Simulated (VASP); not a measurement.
# CoO (P-6m2) in VASP: a series of runs

The runs below take CoO through core levels, phonons, elastic constants, with PBEsol.

Program: VASP 6.6.1. These are calculated values, not measurements. Logs are shortened: lines on timing, memory, paths and dates and some standing lists are left out, and cuts for length are marked.

## 1. The structure

It takes space group P-6m2 (No. 187, hexagonal). Conventional cell: a = 2.828 Å, b = 2.828 Å, c = 2.722 Å, α = 90.00°, β = 90.00°, γ = 120.00°. Co (site symmetry -6m2) has 6 O at 2.13 Å as nearest neighbours. O (site symmetry -6m2) is surrounded by 6 Co at 2.13 Å.

The cell was built by a generator and needn't be a form met in nature.

## 2. Core levels, PBEsol, collinear spin, ferromagnetic start

INCAR

```
SYSTEM = CoO
PREC = Accurate ; ENCUT = 520
EDIFF = 1E-6 ; ISMEAR = 0
SIGMA = 0.02 ; LREAL = .False.
LASPH = .True. ; NELM = 150
ALGO = Normal ; ISIF = 2
LWAVE = .False. ; LCHARG = .False.
ISPIN = 2 ; MAGMOM = 2 0
LORBIT = 11 ; LMAXMIX = 4
GGA = PS ; ICORELEVEL = 1
```

KPOINTS

```
Automatic mesh
0
Gamma
  11 11 10
  0 0 0
```

POSCAR

```
CoO
1.0
    2.8284500000      0.0000000000      0.0000000000
   -1.4142300000      2.4495100000      0.0000000000
    0.0000000000      0.0000000000      2.7217200000
Co O
1 1
Direct
    0.0000000000      0.0000000000      0.5000000000
    0.6666700000      0.3333300000      0.0000000000
```

Potentials or basis: VASP PAW PBE potentials, release 64 (Co, O).

Run with:

```
cat potpaw_PBE.64/Co/POTCAR potpaw_PBE.64/O/POTCAR > POTCAR
mpirun -np 1 vasp_std > vasp.out
```

OUTCAR:

```text
SYSTEM = CoO
   PREC = Accurate
   ENCUT = 520
   EDIFF = 1E-6
   ISMEAR = 0
   LREAL = .False.
   LASPH = .True.
   NELM = 150
   ISIF = 2
   ISPIN = 2
   LORBIT = 11
   GGA = PS

 ion  position               nearest neighbor table
   1  0.000  0.000  0.500-   2 2.13   2 2.13   2 2.13   2 2.13   2 2.13   2 2.13
   2  0.667  0.333  0.000-   1 2.13   1 2.13   1 2.13   1 2.13   1 2.13   1 2.13

  LATTYP: Found a hexagonal cell.
 ALAT       =     2.8284500000
 C/A-ratio  =     0.9622655518

  Lattice vectors:

 A1 = (   2.8284500000,   0.0000000000,   0.0000000000)
 A2 = (  -1.4142300000,   2.4495100000,   0.0000000000)
 A3 = (   0.0000000000,   0.0000000000,   2.7217200000)

Analysis of symmetry for initial positions (statically):
=====================================================================
 Subroutine PRICEL returns:
 Original cell was already a primitive cell.

 Routine SETGRP: Setting up the symmetry group for a
 hexagonal supercell.

 Subroutine GETGRP returns: Found  4 space group operations
 (whereof  4 operations were pure point group operations)
 out of a pool of 24 trial point group operations.

The static configuration has the point symmetry C_2v.

Analysis of symmetry for dynamics (positions and initial velocities):
=====================================================================
 Subroutine PRICEL returns:
 Original cell was already a primitive cell.

 Routine SETGRP: Setting up the symmetry group for a
 hexagonal supercell.

 Subroutine GETGRP returns: Found  4 space group operations
 (whereof  4 operations were pure point group operations)
 out of a pool of 24 trial point group operations.

The dynamic configuration has the point symmetry C_2v.

Analysis of structural, dynamic, and magnetic symmetry:
=====================================================================
 Subroutine PRICEL returns:
 Original cell was already a primitive cell.

 Routine SETGRP: Setting up the symmetry group for a
 hexagonal supercell.

 Subroutine GETGRP returns: Found  4 space group operations
 (whereof  4 operations were pure point group operations)
 out of a pool of 24 trial point group operations.

The overall configuration has the point symmetry C_2v.

 Subroutine INISYM returns: Found  4 space group operations
 (whereof  4 operations are pure point group operations),
 and found     1 'primitive' translations

----------------------------------------------------------------------------------------

                                     Primitive cell

  volume of cell :      18.8569

  direct lattice vectors                    reciprocal lattice vectors
     2.828450000  0.000000000  0.000000000     0.353550531  0.204123179  0.000000000
    -1.414230000  2.449510000  0.000000000     0.000000000  0.408244914  0.000000000
     0.000000000  0.000000000  2.721720000     0.000000000  0.000000000  0.367414723

  length of vectors
     2.828450000  2.828452887  2.721720000     0.408245331  0.408244914  0.367414723

  position of ions in fractional coordinates (direct lattice)
     0.000000000  0.000000000  0.500000000
     0.666670000  0.333330000  0.000000000

  ion indices of the primitive-cell ions
   primitive index   ion index
                 1           1
                 2           2

----------------------------------------------------------------------------------------

 KPOINTS: Automatic mesh

Automatic generation of k-mesh.
 Grid dimensions read from file:
 generate k-points for:   11   11   10

 Generating k-lattice:

  Cartesian coordinates                     Fractional coordinates (reciprocal lattice)
     0.032140957  0.018556653  0.000000000     0.090909091  0.000000000  0.000000000
     0.000000000  0.037113174  0.000000000     0.000000000  0.090909091  0.000000000
     0.000000000  0.000000000  0.036741472     0.000000000  0.000000000  0.100000000

  Length of vectors
     0.037113212  0.037113174  0.036741472

  Shift w.r.t. Gamma in fractional coordinates (k-lattice)
     0.000000000  0.000000000  0.000000000

 Subroutine IBZKPT returns following result:
 ===========================================

 Found    216 irreducible k-points:

 Following reciprocal coordinates:
            Coordinates               Weight
  0.000000  0.000000  0.000000      1.000000
  0.090909  0.000000  0.000000      4.000000
 -0.090909  0.090909  0.000000      2.000000
  0.181818  0.000000  0.000000      4.000000
 -0.181818  0.181818  0.000000      2.000000
  0.272727  0.000000  0.000000      4.000000
[... 16 lines left out ...]
  0.454545  0.090909  0.000000      4.000000
  0.454545  0.454545  0.000000      2.000000
 [... further k-points ...]
   k-points           NKPTS =    216   k-points in BZ     NKDIM =    216   number of bands    NBANDS=     12
   number of dos      NEDOS =    301   number of ions     NIONS =      2
   total plane-waves  NPLWV =  11520
   dimension x,y,z NGX =    24 NGY =   24 NGZ =   20
   dimension x,y,z NGXF=    48 NGYF=   48 NGZF=   40
   ions per type =               1   1
   NGX,Y,Z   is equivalent  to a cutoff of  14.11, 14.11, 12.22 a.u.
   NGXF,Y,Z  is equivalent  to a cutoff of  28.21, 28.21, 24.43 a.u.
 SYSTEM =  CoO
   PREC   = accura    normal or accurate (medium, high low for compatibility)
   ISTART =      0    job   : 0-new  1-cont  2-samecut
   ICHARG =      2    charge: 1-file 2-atom 10-const
   ISPIN  =      2    spin polarized calculation?
   LNONCOLLINEAR =      F non collinear calculations
   LSORBIT =      F    spin-orbit coupling
   LASPH  =      T    aspherical Exc in radial PAW
   ENCUT  =  520.0 eV  38.22 Ry    6.18 a.u.   5.26  5.26  5.06*2*pi/ulx,y,z
   NELM   =    150;   NELMIN=  2; NELMDL= -5     # of ELM steps
   EDIFF  = 0.1E-05   stopping-criterion for ELM
   LREAL  =      F    real-space projection
   EDIFFG = 0.1E-04   stopping-criterion for IOM
   NSW    =      0    number of steps for IOM
   IBRION =     -1    ionic relax: 0-MD 1-quasi-New 2-CG
   NFREE  =      0    steps in history (QN), initial steepest desc. (CG)
   ISIF   =      2    stress and relaxation
   ISYM   =      2    0-nonsym 1-usesym 2-fastsym
   POTIM  = 0.5000    time-step for ionic-motion
   TEBEG  =    0.0;   TEEND  =   0.0 temperature during run
   PSTRESS=    0.0 pullay stress
   NELECT =      15.0000    total number of electrons
   NUPDOWN=      -1.0000    fix difference up-down
   EMIN   =  10.00;   EMAX   =-10.00  energy-range for DOS
   EFERMI =   0.00;   METHOD = LEGACY
   ISMEAR =     0;   SIGMA  =   0.02  broadening in eV -4-tet -1-fermi 0-gaus
   EFERMI_NEDOS =   21; number of points for ismear=-14 and -15
   IALGO  =     38    algorithm
   IMIX   =      4    mixing-type and parameters
     AMIX     =   0.40;   BMIX     =  1.00
     AMIX_MAG =   1.60;   BMIX_MAG =  1.00
  volume/ion in A,a.u.               =       9.43        63.63
  Fermi-wavevector in a.u.,A,eV,Ry     =   1.516869  2.866468 31.305547  2.300893
  Thomas-Fermi vector in A             =   2.626201
   LORBIT       =     11    0 simple, 1 ext, 2 COOP (PROOUT), +10 PAW based schemes
   GGA     = PS    functional components
   LHFCALC =     F    Hartree Fock is set to
   AEXX    =    0.0000 exact exchange contribution
   IVDW    =     0    specifies the selected vdW correction
   LEPSILON=     F    determine dielectric tensor
   LRPA    =     F    only Hartree local field effects (RPA)
 spin polarized calculation
 Gauss-broadening in eV      SIGMA  =   0.02
  energy-cutoff  :      520.00
  volume of cell :       18.86
 maximum number of plane-waves:       516
 NGX is ok and might be reduce to    24
   NGX = 11   NGY = 11   NGZ = 11

 number of electron      15.0000001 magnetization       2.9996592

 Free energy of the ion-electron system (eV)
  ---------------------------------------------------
  ext. energy  EPLUGINS =         0.00000000
  ---------------------------------------------------
  free energy    TOTEN  =       -13.90026205 eV

  energy without entropy =      -13.89954478  energy(sigma->0) =      -13.89990341

 the core state eigenenergies are
   1-  1s  -7578.3362  2s   -884.4437  2p   -755.4090  3s    -87.6477  3p    -50.9284

   2-  1s   -499.1112

 E-fermi :   8.1114     XC(G=0): -12.8227

 val. band max:        8.1103759722   @ k =  -0.0909   0.4545   0.0000
 cond. band min:       8.1171052759   @ k =   0.4545   0.0000   0.1000
 fundamental gap:      0.0067293036
 Fermi energy:         8.1114127912

 spin component 1

 k-point     1 :       0.0000    0.0000    0.0000
  band No.  band energies     occupation
      1     -12.4460      1.00000
      2       3.0589      1.00000
      3       3.0589      1.00000
      4       3.5993      1.00000
      5       4.3358      1.00000
      6       5.2673      1.00000
      7       5.2673      1.00000
      8       7.0531      1.00000
      9       7.0531      1.00000
     10       8.6865      0.00000
     11      22.5354      0.00000
     12      24.0617      0.00000

 k-point     2 :       0.0909    0.0000    0.0000
  band No.  band energies     occupation
      1     -12.3599      1.00000
      2       2.7395      1.00000
      3       3.1144      1.00000
      4       3.6771      1.00000
      5       4.0205      1.00000
      6       5.2560      1.00000
      7       5.6311      1.00000
      8       6.7023      1.00000
      9       6.9726      1.00000
     10       9.2883      0.00000
     11      22.5756      0.00000
     12      22.9058      0.00000
[... 226 lines left out ...]
 k-point    18 :      -0.0909    0.3636    0.0000
  band No.  band energies     occupation
      1     -11.5727      1.00000
      2       0.6935      1.00000
      3       2.9766      1.00000
      4       3.3563      1.00000
      5       4.1317      1.00000
      6       5.1271      1.00000
      7       5.8143      1.00000
      8       6.3015      1.00000
      9       7.1043      1.00000
     10      12.3565      0.00000
     11      18.4694      0.00000
     12      22.4372      0.00000

 k-point    19 :      -0.3636    0.2727    0.0000
  band No.  band energies     occupation
      1     -11.5727      1.00000
      2       0.6935      1.00000
      3       2.9766      1.00000
      4       3.3564      1.00000
      5       4.1317      1.00000
      6       5.1271      1.00000
      7       5.8143      1.00000
      8       6.3015      1.00000
      9       7.1043      1.00000
     10      12.3565      0.00000
     11      18.4695      0.00000
     12      22.4372      0.00000

 k-point    20 :       0.3636    0.0909    0.0000

 Fermi energy:         8.1114127912

 spin component 2

 k-point     1 :       0.0000    0.0000    0.0000
  band No.  band energies     occupation
      1     -11.7659      1.00000
      2       4.3825      1.00000
      3       4.3825      1.00000
      4       5.0657      1.00000
      5       5.5121      1.00000
      6       8.2232      0.00000
      7       8.2232      0.00000
      8       8.9279      0.00000
      9       8.9279      0.00000
     10       9.3214      0.00000
     11      23.0241      0.00000
     12      24.6208      0.00000

 k-point     2 :       0.0909    0.0000    0.0000
  band No.  band energies     occupation
      1     -11.6756      1.00000
      2       3.9436      1.00000
      3       4.4135      1.00000
      4       4.9635      1.00000
      5       5.5915      1.00000
      6       8.2085      0.00000
      7       8.3737      0.00000
      8       8.5962      0.00000
      9       8.8781      0.00000
     10      10.0101      0.00000
     11      22.9816      0.00000
     12      23.5775      0.00000
[... 301 lines left out ...]
 k-point    23 :       0.4545    0.0909    0.0000
  band No.  band energies     occupation
      1     -10.4337      1.00000
      2       0.5852      1.00000
      3       4.1769      1.00000
      4       4.2443      1.00000
      5       6.1789      1.00000
      6       7.9584      1.00000
      7       8.2543      0.00000
      8       8.3435      0.00000
      9       9.7648      0.00000
     10      14.4182      0.00000
     11      17.6375      0.00000
     12      22.5582      0.00000

 k-point    24 :       0.4545    0.4545    0.0000
  band No.  band energies     occupation
      1     -10.4337      1.00000
      2       0.5852      1.00000
      3       4.1769      1.00000
      4       4.2444      1.00000
      5       6.1789      1.00000
      6       7.9584      1.00000
      7       8.2543      0.00000
      8       8.3435      0.00000
      9       9.7649      0.00000
     10      14.4182      0.00000
     11      17.6375      0.00000
     12      22.5582      0.00000

 [... further k-points ...]
[... 5 lines left out ...]
  --------------------------------------------------------------------------------------
  -------------------------------------------------------------------------------------
  Total       -1.1968517     -1.1968528     -1.3790064      0.0000019      0.0000000      0.0000000
  in kB     -101.6903545   -101.6904489   -117.1671045      0.0001580      0.0000000      0.0000000
  external PRESSURE =    -106.8493026 kB  Pullay stress =       0.0000000 kB

 VOLUME and BASIS-vectors are now :
 -----------------------------------------------------------------------------
  energy-cutoff  :      520.00
  volume of cell :       18.86
      direct lattice vectors                 reciprocal lattice vectors
     2.828450000  0.000000000  0.000000000     0.353550531  0.204123179  0.000000000
    -1.414230000  2.449510000  0.000000000     0.000000000  0.408244914  0.000000000
     0.000000000  0.000000000  2.721720000     0.000000000  0.000000000  0.367414723

 POSITION                                       TOTAL-FORCE (eV/Angst)
 -----------------------------------------------------------------------------------
      0.00000      0.00000      1.36086         0.000036     -0.000021      0.000000
      1.41424      0.81650      0.00000        -0.000036      0.000021      0.000000
 -----------------------------------------------------------------------------------
    total drift:                                0.000012      0.000025      0.000000

  FREE ENERGIE OF THE ION-ELECTRON SYSTEM (eV)
  ---------------------------------------------------
  free  energy   TOTEN  =       -13.9002620453 eV

  energy  without entropy=      -13.8995447818  energy(sigma->0) =      -13.89990341

 total charge

# of ion       s       p       d       tot
------------------------------------------
    1        0.312   0.399   7.151   7.862
    2        1.558   3.376   0.000   4.934
--------------------------------------------------
tot          1.870   3.775   7.151  12.796

 magnetization (x)

# of ion       s       p       d       tot
------------------------------------------
    1        0.005   0.006   2.520   2.532
    2        0.027   0.395   0.000   0.421
--------------------------------------------------
tot          0.032   0.401   2.520   2.953
```

Wall time 61 s (1 thread of Intel Xeon Platinum 8375C at 2.90GHz (Ice Lake), shared host); peak memory 0.21 GiB.

Results:

```
Free energy                                           : -13.9003 eV
Pressure                                              : -10.7 GPa
Band gap on the k mesh                                : none (metal or under the smearing width)
Net moment                                            : 3.00 μB per cell
Site moments                                          : Co +2.53; O +0.42 μB
Valence electrons inside the program's atomic spheres : Co 7.86; O 4.93
```

Stress tensor (GPa, compression positive):
```
-10.17   0.00   0.00
  0.00 -10.17   0.00
  0.00   0.00 -11.72
```

Levels at points of the mesh, in eV from the Fermi level:
Spin up:
```csv
k point,band 5,band 6,band 7,band 8,band 9,band 10,band 11,band 12
"(0.00, 0.00, 0.00)",-3.78,-2.84,-2.84,-1.06,-1.06,0.58,14.42,15.95
"(0.00, 0.00, 0.50)",-3.30,-3.30,-2.30,-1.27,-1.27,6.71,6.71,21.38
```
Spin down:
```csv
k point,band 4,band 5,band 6,band 7,band 8,band 9
"(0.00, 0.00, 0.00)",-3.05,-2.60,0.11,0.11,0.82,0.82
"(0.00, 0.00, 0.50)",-3.11,-0.99,-0.99,0.00,0.82,0.82
```

Core levels (eV, on the scale of the bands):
```csv
atom,levels
1 Co,"1s -7578.3, 2s -884.4, 2p -755.4, 3s -87.6, 3p -50.9"
2 O,1s -499.1
```

Caveat: the PAW data sets were made with another functional, which shifts forces and pressure a little; a cell with one magnetic atom can't hold antiferromagnetic order, which such compounds often take; semilocal functionals often make such compounds metallic where correlation or magnetic order opens a gap, which also shifts bond lengths. With open d or f shells a metallic result of PBEsol can be an artefact of self-interaction; +U or a hybrid may open a gap.

(Continued in part 2 of 2.)
